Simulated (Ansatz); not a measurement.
A surface is cut from this relaxed crystal of MoP:

```cif
data_structure
_symmetry_space_group_name_H-M 'P-6m2'
_symmetry_Int_Tables_number 187
_cell_length_a 3.2068
_cell_length_b 3.2068
_cell_length_c 3.1733
_cell_angle_alpha 90.000
_cell_angle_beta 90.000
_cell_angle_gamma 120.000
_cell_volume 28.26
loop_
_atom_site_label
_atom_site_type_symbol
_atom_site_symmetry_multiplicity
_atom_site_Wyckoff_symbol
_atom_site_fract_x
_atom_site_fract_y
_atom_site_fract_z
_atom_site_occupancy
Mo1 Mo 1 a 0.00000 0.00000 0.00000 1
P1 P 1 d 0.33333 0.66667 0.50000 1
```

Miller indices refer to the conventional cell of P-6m2 (No. 187), a = 3.207 Å, b = 3.207 Å, c = 3.173 Å, α = 90.00°, β = 90.00°, γ = 120.00°.

Consider the (101) slab of 12 planes, 10.8 Å thick with 15 Å of vacuum as cut; outer planes Mo (top) and P (bottom), all atoms relaxed.

All numbers below come from DFT PBEsol, scalar-relativistic, plane waves, PAW (Ansatz). Cutoff 420 eV; k points 12×8×1 on the computed 12-atom cell (Γ-centred); Gaussian smearing, width 0.10 eV; no spin polarisation. A dipole correction removes the field between periodic images along c.

Q: Give the surface energy (mean of both faces).

A: 2.26 J/m².

Q: Give the work function.

A: 4.45 eV (top), 4.96 eV (bottom).

Q: Estimate the dipole of the slab along +c, per cell.

A: 0.04 e·Å.

Q: The top two planes lie 0.348 Å apart in the bulk. How does relaxation change this?

A: The spacing becomes -0.016 Å (-104.6 %).